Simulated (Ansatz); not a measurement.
N started at a second open point in diamond Ge, 65 atoms, charge −1

All numbers come from Ansatz (PAW, plane waves, no spin–orbit coupling) at the single k point (¼, ¼, ¼) without its symmetry partners. The atoms were relaxed with PBEsol in a fixed cell; other functionals are single points on those atoms unless said otherwise. The valence top and gap of the host come from its small cell on a dense mesh, with the band extrema sought between the mesh points, lined up by the mean potential, PBEsol gap 0.00 eV, r²SCAN gap 0.35 eV. The charge correction uses an assumed dielectric constant of 16.0.

Cell: a = 11.351 Å, b = 11.351 Å, c = 11.351 Å, α = 90.00°, β = 90.00°, γ = 90.00°.

Nearest atoms after relaxation, from the placed atom (for vacancies from the middle of the vacant sites): Ge at 1.79 Å, Ge at 1.79 Å, Ge at 2.79 Å, Ge at 2.80 Å, Ge at 3.19 Å, Ge at 3.19 Å, Ge at 3.37 Å, Ge at 3.37 Å.

Chemical potentials μ are those of reference phases of the elements at zero temperature by the same functional (the usual solids, diamond for C, grey Sn, and the molecules H2, N2, O2, F2, Cl2, Br2 and S8).

```tsv
functional	E(defect) − E(host) − Σ nμ + q·E_VBM (eV)	monopole (eV)	alignment (eV)	formation energy at E_F = VBM (eV)	moment (μB)	wall time, shared host
PBEsol	2.07	0.11	-0.03	2.15	0 (no spin)	13 s on NVIDIA GB200 (relaxation)
r²SCAN	2.52	0.11	-0.02	2.61	0 (no spin)	4.9 s on NVIDIA GB200
```

(1) How does the monopole term follow by hand for this cubic cell?

r²SCAN one-electron levels near the gap (the ten most localised at most), from the host's valence top, not corrected for the charge's images:

| level (eV) | spin | filling | atoms sharing it | element of the atom with most weight |
| --- | --- | --- | --- | --- |
| -0.29 | both | 2.00 | 7.5 | N |
| 0.62 | both | 0.00 | 61.1 | spread |

One k point and a cell of this size can leave errors of several tenths of an eV in such numbers.

Results:

(1) q²·α·e²/(4πε₀)/(2εL) with the Madelung constant α = 2.837 and e²/4πε₀ = 14.40 eV·Å: 1 × 2.837 × 14.40 / (2 × 16.0 × 11.351) = 0.11 eV.
